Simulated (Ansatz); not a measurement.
A trial cell of Mo, before relaxation:

```
CELL_PARAMETERS angstrom
2.73467 0.00000 0.00000
-1.36734 2.36830 0.00000
0.00000 0.00000 19.24593
ATOMIC_POSITIONS crystal
Mo 0.00000 0.00000 0.68750
Mo 0.33333 0.66667 0.81250
Mo 0.66667 0.33333 0.93750
Mo 0.33333 0.66667 0.06250
Mo 0.66667 0.33333 0.18750
Mo 0.00000 0.00000 0.31250
Mo 0.33333 0.66667 0.43750
Mo 0.66667 0.33333 0.56250
```

Level of theory: DFT PBE, scalar-relativistic, plane waves, PAW (Ansatz 0.2.0). Cutoff 420 eV, Gaussian smearing, Γ-centred meshes. Cell and atoms relax first on a coarse mesh and then on a finer one. In between, the cell is made exact in the group found at 0.06 Å. In metals the finer mesh still leaves noise of several meV/atom or more. The steps can't lower the symmetry of their start. No spin polarisation in the relaxation; trial moments died out in a coarse test.

A guess keeps its type if space group and coordination stay and the shape of the cell changes little (axis ratios within about 15 %, angles within 6°); the volume may change.

**Question.** Will the relaxed cell still be of the starting type?

**Answer.** It keeps its type. The symmetry stays P-3m1 (No. 164). The volume per atom grows by 3.2 %, from 15.6 to 16.1 Å³. The shortest distance goes from 2.73 Å (Mo–Mo) to 2.77 Å (Mo–Mo). The ratio c/a of the conventional cell changes by a factor of 0.99. Counting neighbours within 15 % of an atom's shortest distance, the start has Mo 12 and the end Mo 12.

Energies count from the standard state of Mo at the same level.

**Question.** At what energy does it end?

**Answer.** +0.43 eV/atom. It lies above the standard state, so it could only be metastable.

The last run used an 18×18×2 mesh (in the run's order of axes) for its 8-atom cell and Gaussian smearing of 0.10 eV. Symmetry constrained the relaxation, so the result can be a saddle point.
